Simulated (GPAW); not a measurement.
A run of GPAW 26.7.0:

File run.py:

```python
from ase.calculators.mixing import SumCalculator
from ase.eos import EquationOfState
from ase.io import Trajectory
from ase.spacegroup import crystal
from ase.units import GPa
from dftd4.ase import DFTD4
from gpaw import GPAW, PW

# W 2a
atoms = crystal(['W'],
                basis=[[0.0, 0.0, 0.0]],
                spacegroup=229, setting=1,  # Im-3m
                cellpar=[3.16469, 3.16469, 3.16469, 90.0, 90.0, 90.0],
                primitive_cell=True)

traj = Trajectory('eos.traj', 'w')
volumes, energies = [], []
for x in [0.94, 0.96, 0.98, 1.0, 1.02, 1.04, 1.06]:
    a = atoms.copy()
    a.set_cell(atoms.cell * x**(1 / 3), scale_atoms=True)
    calc = GPAW(mode=PW(600),
                xc='PBE',
                kpts={'size': (12, 12, 12), 'gamma': True},
                occupations={'name': 'fermi-dirac', 'width': 0.05},
                nbands=16,
                convergence={'density': 1e-05, 'energy': 1e-05},
                maxiter=150,
                txt=f'eos-{x:.2f}.txt')
    a.calc = SumCalculator([calc, DFTD4(method='pbe')])
    energies.append(a.get_potential_energy())
    volumes.append(a.get_volume())
    p = -a.get_stress()[:3].mean() / GPa
    calc.write(f'eos-{x:.2f}.gpw')
    traj.write(a)
    print(f'{x:.2f} {volumes[-1]:10.4f} A^3 {energies[-1]:14.6f} eV {p:9.3f} GPa', flush=True)

v0, e0, B = EquationOfState(volumes, energies, eos='birchmurnaghan').fit()
print(f'V0 = {v0:.4f} A^3, E0 = {e0:.6f} eV, B0 = {B / GPa:.2f} GPa')
```

Potentials or basis: GPAW PAW data sets (gpaw-data 1.2.1), pw.

The run is started by

```console
$ OMP_NUM_THREADS=1 python run.py
```

Hardware: 1 thread of Arm Neoverse V1, on a shared host.

How long does it take, and how much memory?

Run time: 73 s on 1 thread of Arm Neoverse V1, on a shared host, peak memory 0.2 GiB. Counts: scf iterations 56, plane waves 532, bands 16, k points 72.
